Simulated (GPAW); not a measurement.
# ZnSe (Stilleite) (F-43m) in GPAW: reference runs

How does ZnSe (Stilleite) come out in PBEsol? The cell is run as given and disturbed.

All numbers are computed with GPAW 26.7.0; they aren't measurements. Logs are shortened: lines on timing, memory, paths and dates and some standing lists are left out, and cuts for length are marked. The log counts tension as positive stress, the text compression.

**Measured values to compare with.**

“Alloy Disordering Effects on the Thermal Conductivity and Energy Gap Temperature Dependence of Cd1−xZnxSe Ternary Crystals Grown by the Bridgman Method”, 2023, pmc:10253836 reports, for a bulk crystal of ZnSe at 300 K: band gap 2.695 ± 0.003 eV (an exciton energy, a little under the gap).

How close the calculation comes is told below.

### 1 The structure

Symmetry: F-43m, No. 216, cubic system. Conventional cell: a = 5.668 Å, b = 5.668 Å, c = 5.668 Å, α = 90.00°, β = 90.00°, γ = 90.00°. Se (site symmetry -43m) is surrounded by 4 Zn at 2.45 Å. Zn (site symmetry -43m) has 4 Se at 2.45 Å as nearest neighbours.

### 2 Single point, PBEsol

run.py

```python
from ase import Atoms
from ase.dft.bandgap import bandgap
from ase.io import write
from ase.units import Bohr, GPa
from gpaw import GPAW, PW, setup_paths
from gpaw.elf import elf_from_dft_calculation

setup_paths.insert(0, '.')

atoms = Atoms(['Se', 'Zn'],
              cell=[[0.0, 2.8338, 2.8338],
                    [2.8338, 0.0, 2.8338],
                    [2.8338, 2.8338, 0.0]],
              scaled_positions=[[0.75, 0.75, 0.75],
                                [0.0, 0.0, 0.0]],
              pbc=True)

calc = GPAW(mode=PW(600),
            xc='PBEsol',
            kpts={'size': (8, 8, 8), 'gamma': True},
            occupations={'name': 'fermi-dirac', 'width': 0.05},
            nbands=18,
            convergence={'density': 1e-05, 'energy': 1e-05},
            maxiter=150,
            txt='gpaw.txt')
atoms.calc = calc
energy = atoms.get_potential_energy()
forces = atoms.get_forces()
stress = atoms.get_stress()
calc.write('gs.gpw')
write('result.traj', atoms)
print(f'Energy: {energy:.6f} eV')
print('Forces (eV/A):')
print(forces.round(4))
print('Stress (GPa):', (stress / GPa).round(3))
print('Fermi level:', round(calc.get_fermi_level(), 4), 'eV')
print(f'Gap: {bandgap(calc)[0]:.4f} eV, direct: {bandgap(calc, direct=True)[0]:.4f} eV')

# fields on the real-space grid
write('density.cube', atoms, data=calc.get_pseudo_density() * Bohr**3)
write('potential.cube', atoms, data=calc.get_electrostatic_potential())
write('elf.cube', atoms, data=elf_from_dft_calculation(calc).data)
```

Potentials or basis: PAW data sets generated in the run's folder for this functional, pw.

Command:

```bash
> gpaw-setup -f PBEsol Se Zn
> OMP_NUM_THREADS=1 python run.py
```

gpaw.txt:

```text
__  _  _
 | _ |_)|_||  |
 |__||  | ||/\| - 26.7.0

Input parameters:
  mode=PW(ecut=600.0),
  convergence={'density': 1e-05, 'energy': 1e-05},
  kpts=MonkhorstPack(size=(8, 8, 8), gamma=True),
  maxiter=150,
  nbands=18,
  occupations=Occupations(name='fermi-dirac', width=0.05),
  xc=XC(name='PBEsol')

Diagonalizing LCAO Hamiltonian
Converting LCAO to pw mode

                    Se

       Zn

Atoms  # Å, Bohr magnetons
|   | symbol |        x |        y |        z |    initial magnetic moments |
|---|--------|----------|----------|----------|-----------------------------|
| 0 |     Se | 4.250700 | 4.250700 | 4.250700 | ( 0.0000,  0.0000,  0.0000) |
| 1 |     Zn | 0.000000 | 0.000000 | 0.000000 | ( 0.0000,  0.0000,  0.0000) |

Unit cell  # Å
| periodic |        x |        y |        z |  lengths |    angles |
|----------|----------|----------|----------|----------|-----------|
|      yes | 0.000000 | 2.833800 | 2.833800 | 4.007598 | 60.000000 |
|      yes | 2.833800 | 0.000000 | 2.833800 | 4.007598 | 60.000000 |
|      yes | 2.833800 | 2.833800 | 0.000000 | 4.007598 | 60.000000 |

Number of symmetries: 24
Symmetry operations  # r_c * U_cc + t_c -> r_c
|    | kind |            matrix            |
|----|------|------------------------------|
|  0 |  E   |  1, 0, 0,  0, 1, 0,  0, 0, 1 |
|  1 |  σ   |  1, 0, 0,  0, 0, 1,  0, 1, 0 |
|  2 |  σ   |  1, 0,-1,  0, 1,-1,  0, 0,-1 |
|  3 |  C3  |  1, 0,-1,  0, 0,-1,  0, 1,-1 |
|  4 |  C3  |  1,-1, 0,  0,-1, 1,  0,-1, 0 |
|  5 |  σ   |  1,-1, 0,  0,-1, 0,  0,-1, 1 |
|  6 |  σ   |  0, 1, 0,  1, 0, 0,  0, 0, 1 |
|  7 |  C3  |  0, 1, 0,  0, 0, 1,  1, 0, 0 |
|  8 |  C2  |  0, 1,-1,  1, 0,-1,  0, 0,-1 |
|  9 |  S4  |  0, 1,-1,  0, 0,-1,  1, 0,-1 |
| 10 |  C3  |  0, 0, 1,  1, 0, 0,  0, 1, 0 |
| 11 |  σ   |  0, 0, 1,  0, 1, 0,  1, 0, 0 |
| 12 |  S4  |  0, 0,-1,  1, 0,-1,  0, 1,-1 |
| 13 |  C3  |  0, 0,-1,  0, 1,-1,  1, 0,-1 |
| 14 |  S4  |  0,-1, 1,  1,-1, 0,  0,-1, 0 |
| 15 |  C2  |  0,-1, 1,  0,-1, 0,  1,-1, 0 |
| 16 |  C3  |  0,-1, 0,  1,-1, 0,  0,-1, 1 |
| 17 |  S4  |  0,-1, 0,  0,-1, 1,  1,-1, 0 |
| 18 |  S4  | -1, 1, 0, -1, 0, 1, -1, 0, 0 |
| 19 |  C3  | -1, 1, 0, -1, 0, 0, -1, 0, 1 |
| 20 |  C3  | -1, 0, 1, -1, 1, 0, -1, 0, 0 |
| 21 |  S4  | -1, 0, 1, -1, 0, 0, -1, 1, 0 |
| 22 |  σ   | -1, 0, 0, -1, 1, 0, -1, 0, 1 |
| 23 |  C2  | -1, 0, 0, -1, 0, 1, -1, 1, 0 |

BZ-sampling:
  Number of BZ points: 512
  Number of IBZ points: 29

  Monkhorst-Pack size: [8, 8, 8]
  Monkhorst-Pack shift: [0.0625, 0.0625, 0.0625]

K-points  # in reciprocal-cell coordinates
|     |                                coordinates |     weight |
|-----|--------------------------------------------|------------|
|   0 | (  0.00000000,   0.00000000,   0.00000000) | 0.00195312 |
|   1 | (  0.12500000,   0.12500000,   0.00000000) | 0.01171875 |
|   2 | (  0.12500000,   0.12500000,   0.12500000) | 0.01562500 |
|   3 | (  0.25000000,   0.12500000,   0.12500000) | 0.02343750 |
|   4 | (  0.25000000,   0.25000000,   0.00000000) | 0.01171875 |
|   5 | (  0.25000000,   0.25000000,   0.12500000) | 0.04687500 |
|   6 | (  0.25000000,   0.25000000,   0.25000000) | 0.01562500 |
|   7 | (  0.37500000,   0.25000000,  -0.37500000) | 0.04687500 |
|   8 | (  0.37500000,   0.25000000,   0.12500000) | 0.04687500 |
|   9 | (  0.37500000,   0.25000000,   0.25000000) | 0.04687500 |
| ... |                                            |            |
|  28 | (  0.50000000,   0.50000000,   0.50000000) | 0.00781250 |

Plane wave coefficients: 1540
Cutoff: 600.0 eV

Spin-components: 1 (collinear spins)
Bands:           18
Projectors:      11
Spin-degeneracy: 2
Datatype:        complex128

Parallelization:
  kpt:    1
  domain: 1
  band:   1

Density:
  Valence electrons: 18.0
  Components: 1
  Grid points: [24 24 24]
  Charge: 0.0  # |e|

Potential:
  Grid points: [24 24 24]

species:
  Se:
    name:    Selenium
    Z:       34.0
    valence: 6
    core:    28
    charge:  0.0  # [|e|]
    compensation charges:
      type: gauss
      rc: 0.27  # [Å]
      lmax: 2
    cutoffs:
      filter: 1.77  # [Å]
      core: 2.67  # [Å]
    projectors
    | kind |    occ | energy [eV] | rcut [Å] |
    |------|--------|-------------|----------|
    |   4s |  2.000 |     -17.281 |    0.847 |
    |   4p |  4.000 |      -6.511 |    1.005 |
    |    s |        |       9.930 |    0.847 |
    |    p |        |      20.700 |    1.005 |
    |    d |        |       0.000 |    0.847 |

    Using partial waves for Se as LCAO basis

  Zn:
    name:    Zinc
    Z:       30.0
    valence: 12
    core:    18
    charge:  0.0  # [|e|]
    compensation charges:
      type: gauss
      rc: 0.37  # [Å]
      lmax: 2
    cutoffs:
      filter: 2.14  # [Å]
      core: 2.28  # [Å]
    projectors
    | kind |    occ | energy [eV] | rcut [Å] |
    |------|--------|-------------|----------|
    |   4s |  2.000 |      -5.996 |    1.286 |
    |   4p |  0.000 |      -1.076 |    1.270 |
    |   3d | 10.000 |     -10.170 |    1.180 |
    |    s |        |      21.215 |    1.286 |
    |    p |        |      26.135 |    1.270 |
    |    d |        |      17.041 |    1.180 |

    Using partial waves for Zn as LCAO basis

Reference energy: -114881.077215  # eV

eigensolver:
  PPCG
  Converge bands: occupied
  niter=2

density mixing:
  MSR1-Mixer
  Pratt-step length: 0.05
  Maximum mixing coefficient: 0.75
  Old densities: 10
  SVD Regularization: 0.005
  Good broyden scale: 1.0
  Trust region scale: 1.0
  Backstep threshold: 4.0
  History deletion threshold: 6.0
  Fourier metric: weight=20.0, sigma=0.015

occupation numbers:
  Fermi-Dirac:
    width: 0.0500  # eV

poisson solver:
  ecut: 4800.0  # eV

xc functional:
  name: PBEsol with 2 nearest neighbor stencil

convergence criteria:
- Maximum integral of absolute [dens]ity change: 1e-05 electrons / valence electron
- Maximum [total energy] change in last 3 cyles: 1e-05 eV / valence electron
- Maximum integral of absolute [eigenst]ate change: 4e-08 eV^2 / valence electron
maximum number of iterations: 150

SCF iterations
|iter     | |      energy | eigst |  dens |
|---------|-|-------------|-------|-------|
|iter:   1| |   -7.081779 | -0.25 |       |
|iter:   2| |   -7.025142 | -2.21 | -1.26 |
|iter:   3| |   -6.846231 | -1.68 | -1.31 |
|iter:   4| |   -6.844732 | -2.73 | -1.84 |
|iter:   5| |   -6.845455 | -3.98 | -2.35 |
|iter:   6| |   -6.845462 | -4.75 | -3.16 |
|iter:   7| |   -6.845479c| -5.76 | -3.60 |
|iter:   8| |   -6.845481c| -6.46 | -4.06 |
|iter:   9| |   -6.845481c| -7.49c| -5.21c|

Converged in 9 steps
Energy contributions relative to reference atoms: (reference = -114881.077215)

Energy contributions:
  Kinetic:           9.997030
  Coulomb:          -8.492008
  Zero:             -0.041177
  External:          0.000000
  Xc:               -8.309326
  Entropy:          -0.000000
  Spinorbit:         0.000000
  ----------------------------
  Free energy:      -6.845481
  Extrapolated:     -6.845481

dipole moment: (-7.090509, -7.090509, -7.090509)  # |e|*Ang

Fermi level: 4.363
Eigenvalues  # (at kpt = [0.000, 0.000, 0.000])
| band index |      eig [eV] | occ [0-2] |
|------------|---------------|-----------|
|          0 |        -9.532 |     2.000 |
|          1 |        -2.794 |     2.000 |
|          2 |        -2.794 |     2.000 |
|          3 |        -2.794 |     2.000 |
|          4 |        -2.429 |     2.000 |
|          5 |        -2.429 |     2.000 |
[... 10 lines left out ...]
|         16 |        16.663 |     0.000 |
|         17 |        16.663 |     0.000 |

Gap: 1.177 eV
Transition (v -> c):
  (s=0, k=0, n=8, [0.00, 0.00, 0.00]) -> (s=0, k=0, n=9, [0.00, 0.00, 0.00])
No difference between direct/indirect transitions

Forces  # eV/Ang
|        x |        y |        z |
|----------|----------|----------|
| -0.00000 | -0.00000 | -0.00000 |  # Se   0
|  0.00000 |  0.00000 |  0.00000 |  # Zn   1

Stress tensor  # eV/Ang^3
|        x |        y |        z |
|----------|----------|----------|
| 0.007196 | 0.000000 | 0.000000 |
| 0.000000 | 0.007196 | 0.000000 |
| 0.000000 | 0.000000 | 0.007196 |

# Writing to gs.gpw (mode='')
```

It took 16 s on 1 thread of Arm Neoverse V2, shared host; peak memory 0.16 GiB.

Results:

| Item | Value |
| --- | --- |
| Free energy | -6.8455 eV |
| Pressure | -1.2 GPa |
| Band gap on the k mesh | 1.18 eV, direct |

### 3 Single point, PBEsol (atoms moved at random, drawn with an rms of 0.05 Å)

run.py: that of step 2 with these lines changed.

```diff
@@ -3,5 +3,4 @@
 from ase.io import write
-from ase.units import Bohr, GPa
+from ase.units import GPa
 from gpaw import GPAW, PW, setup_paths
-from gpaw.elf import elf_from_dft_calculation
 
@@ -13,4 +12,4 @@
                     [2.8338, 2.8338, 0.0]],
-              scaled_positions=[[0.75, 0.75, 0.75],
-                                [0.0, 0.0, 0.0]],
+              scaled_positions=[[0.749229, 0.752418, 0.748792],
+                                [-0.009201, -0.008646, 0.007868]],
               pbc=True)
@@ -37,6 +36 @@
 print(f'Gap: {bandgap(calc)[0]:.4f} eV, direct: {bandgap(calc, direct=True)[0]:.4f} eV')
-
-# fields on the real-space grid
-write('density.cube', atoms, data=calc.get_pseudo_density() * Bohr**3)
-write('potential.cube', atoms, data=calc.get_electrostatic_potential())
-write('elf.cube', atoms, data=elf_from_dft_calculation(calc).data)
```

Potentials or basis: PAW data sets generated in the run's folder for this functional, pw.

Command:

```bash
> gpaw-setup -f PBEsol Se Zn
> OMP_NUM_THREADS=1 python run.py
```

gpaw.txt:

```text
__  _  _
 | _ |_)|_||  |
 |__||  | ||/\| - 26.7.0

Input parameters:
  mode=PW(ecut=600.0),
  convergence={'density': 1e-05, 'energy': 1e-05},
  kpts=MonkhorstPack(size=(8, 8, 8), gamma=True),
  maxiter=150,
  nbands=18,
  occupations=Occupations(name='fermi-dirac', width=0.05),
  xc=XC(name='PBEsol')

Diagonalizing LCAO Hamiltonian
Converting LCAO to pw mode

                    Se

       Zn

Atoms  # Å, Bohr magnetons
|   | symbol |         x |         y |         z |    initial magnetic moments |
|---|--------|-----------|-----------|-----------|-----------------------------|
| 0 |     Se |  4.254129 |  4.245092 |  4.255367 | ( 0.0000,  0.0000,  0.0000) |
| 1 |     Zn | -0.002205 | -0.003777 | -0.050575 | ( 0.0000,  0.0000,  0.0000) |

Unit cell  # Å
| periodic |        x |        y |        z |  lengths |    angles |
|----------|----------|----------|----------|----------|-----------|
|      yes | 0.000000 | 2.833800 | 2.833800 | 4.007598 | 60.000000 |
|      yes | 2.833800 | 0.000000 | 2.833800 | 4.007598 | 60.000000 |
[... 154 lines left out ...]

Energy contributions:
  Kinetic:          10.078376
  Coulomb:          -8.556988
  Zero:             -0.041309
  External:          0.000000
  Xc:               -8.317131
  Entropy:          -0.000000
  Spinorbit:         0.000000
  ----------------------------
  Free energy:      -6.837051
  Extrapolated:     -6.837051

dipole moment: (3.679676, 3.611136, 14.145428)  # |e|*Ang

Fermi level: 4.374
Eigenvalues  # (at kpt = [0.000, 0.000, 0.000])
| band index |      eig [eV] | occ [0-2] |
|------------|---------------|-----------|
|          0 |        -9.535 |     2.000 |
|          1 |        -2.831 |     2.000 |
|          2 |        -2.800 |     2.000 |
|          3 |        -2.768 |     2.000 |
|          4 |        -2.434 |     2.000 |
|          5 |        -2.433 |     2.000 |
[... 10 lines left out ...]
|         16 |        16.565 |     0.000 |
|         17 |        16.671 |     0.000 |

Gap: 1.120 eV
Transition (v -> c):
  (s=0, k=0, n=8, [0.00, 0.00, 0.00]) -> (s=0, k=0, n=9, [0.00, 0.00, 0.00])
No difference between direct/indirect transitions

Forces  # eV/Ang
|        x |        y |        z |
|----------|----------|----------|
| -0.02913 |  0.00392 | -0.30164 |  # Se   0
|  0.02913 | -0.00391 |  0.30169 |  # Zn   1

Stress tensor  # eV/Ang^3
|         x |         y |         z |
|-----------|-----------|-----------|
|  0.006521 | -0.006289 |  0.000081 |
| -0.006289 |  0.006517 | -0.000605 |
|  0.000081 | -0.000605 |  0.006993 |

# Writing to gs.gpw (mode='')
```

Wall time 1.8 min (1 thread of Arm Neoverse V2, shared host); peak memory 0.34 GiB.

Results:

```yaml
Free_energy: -6.8371 eV
Pressure: -1.1 GPa
Largest_force: 0.303 eV/Å
Band_gap_on_the_k_mesh: 1.12 eV, direct
```

Forces in eV/Å, atoms in the order of the input:
```
Se  -0.029  0.004 -0.302
Zn   0.029 -0.004  0.302
```

Stress tensor (GPa, compression positive):
```
-1.04  1.01 -0.01
 1.01 -1.04  0.10
-0.01  0.10 -1.12
```

### 4 How close it comes

Step 2. A measured gap of ZnSe is 2.695 eV (an exciton energy, a little under the gap; 300 K; “Alloy Disordering Effects on the Thermal Conductivity and Energy Gap Temperature Dependence of Cd1−xZnxSe Ternary Crystals Grown by the Bridgman Method”, 2023, pmc:10253836); the calculated 1.18 eV misses it by -1.52 eV. So large a miss can be the level of theory's own, or it may mean another phase, state or a wrong row. Spin-orbit coupling on Se is left out. The value is that of PBEsol, without temperature or zero-point motion. Semilocal functionals fall short of measured gaps as a rule.
